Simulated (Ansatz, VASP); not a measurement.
## One calculation of GaAs2, two programs

INCAR

```
SYSTEM = GaAs2
PREC     = Accurate       ! precision mode
ENCUT    = 600            ! plane-wave cutoff, eV
EDIFF    = 1E-6           ! SCF threshold, eV
ISMEAR   = 0              ! smearing method
SIGMA    = 0.1            ! smearing width, eV
LREAL    = .FALSE.        ! projectors in reciprocal space
LASPH    = .TRUE.         ! aspherical terms in the spheres
NELM     = 80             ! most SCF steps
ALGO     = Normal         ! electronic algorithm
ISIF     = 3              ! what is computed and relaxed
LWAVE    = .FALSE.        ! write WAVECAR
LCHARG   = .FALSE.        ! write CHGCAR
GGA      = PE             ! functional
IBRION   = 2              ! ionic algorithm
NSW      = 90             ! ionic steps
EDIFFG   = -0.04          ! ionic threshold
```

Contents of KPOINTS:

```
Automatic mesh
0
G
  6 6 6
  0 0 0
```

File POSCAR:

```
GaAs2
1.0
    0.0000000000      3.0710254492      3.0710254492
    3.0710254492      0.0000000000      3.0710254492
    3.0710254492      3.0710254492      0.0000000000
Ga As
1 2
Direct
    0.0000000000      0.0000000000      0.0000000000
    0.2500000000      0.2500000000      0.2500000000
    0.7500000000      0.7500000000      0.7500000000
```

Input for Ansatz:

```yaml
crystal:
  lattice:
    - [0.0, 3.0710254492, 3.0710254492]
    - [3.0710254492, 0.0, 3.0710254492]
    - [3.0710254492, 3.0710254492, 0.0]
  atoms:
    - { symbol: Ga, position: [0.0, 0.0, 0.0] }
    - { symbol: As, position: [0.25, 0.25, 0.25] }
    - { symbol: As, position: [0.75, 0.75, 0.75] }
basis:
  ecutwfc: 420
kpoints:
  mp_grid: { grid: [6, 6, 6] }
hamiltonian:
  xc: pbe
scf:
  occupations: { method: gaussian, width: 0.1 }
  lower_state_search: "off"
output:
  forces: true
  stress: true
  eigenvalues: true
relax:
  adjacent_minimum: "off"
  f_tol: 0.04
  max_steps: 70
  cell: { stress_tol: 0.4 }
```

Alike in both runs: task relaxation of cell and atoms; functional PBE; k mesh 6 × 6 × 6; occupations gaussian, width 0.1 eV; no spin polarisation.

```csv
,VASP,Ansatz
version,VASP 6.6.1,Ansatz 0.2.0
potentials or method,"VASP PAW PBE potentials, release 64 (Ga_d, As)","scalar-relativistic, plane waves, PAW"
plane-wave cutoff (eV),600,420
valence electrons in the cell,23,43
```

Ansatz gave:

| Property | Result |
| --- | --- |
| gap on the k mesh at the Fermi level, each at its own relaxed structure (eV) | none |
| relaxed volume (Å³/atom) | 21.52 |
| relaxed cell length with the largest relative difference (Å) | 4.503 |
| energy change over the relaxation (meV/atom) | -52 |

Question: Which values does VASP return?

Answer: gap on the k mesh at the Fermi level, each at its own relaxed structure (eV): none; relaxed volume (Å³/atom): 21.47; relaxed cell length with the largest relative difference (Å): 4.499; energy change over the relaxation (meV/atom): -53.

A gap of «none» marks a metal or a gap that the smearing closes. The two sets of potentials don't hold the same shells in valence.
